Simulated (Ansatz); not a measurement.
SiC2: rattling a relaxed structure

Method: Ansatz 0.2.0, DFT PBE, scalar-relativistic, plane waves, PAW. Cutoff 420 eV; k points 10×8×12 on the computed 6-atom cell (Γ-centred); Gaussian smearing, width 0.10 eV; no spin polarisation.

The cell below (6 atoms, Pnnm (No. 58)) is relaxed within its symmetry. It is a trial structure, and others of SiC2 can lie lower.

```xyz
6
Lattice="3.9279 0.0000 0.0000 0.0000 4.7334 0.0000 0.0000 0.0000 2.8897" Properties=species:S:1:pos:R:3 pbc="T T T"
Si    0.0000    0.0000    0.0000
Si    1.9640    2.3667    1.4448
C     0.5199    1.9321    0.0000
C     3.4080    2.8013    0.0000
C     2.4839    0.4346    1.4448
C     1.4441    4.2988    1.4448
```

For the test it was strained at random by about 1.5 %, the atoms were moved at random (σ = 0.15 Å), and all was relaxed without symmetry on a coarse k mesh with 0.1 eV smearing.

For metals, differences of a few meV/atom aren't resolved.

Question: What happens?

Answer: It returns to Pnnm (No. 58), within 1 meV/atom of the start's energy. So it is a local minimum, stable against the distortions that fit this cell and this draw; softer or longer ones aren't excluded.

Cost: 3 runs of about 8.1 core-minutes in all, on Arm Neoverse N1 (shared hosts).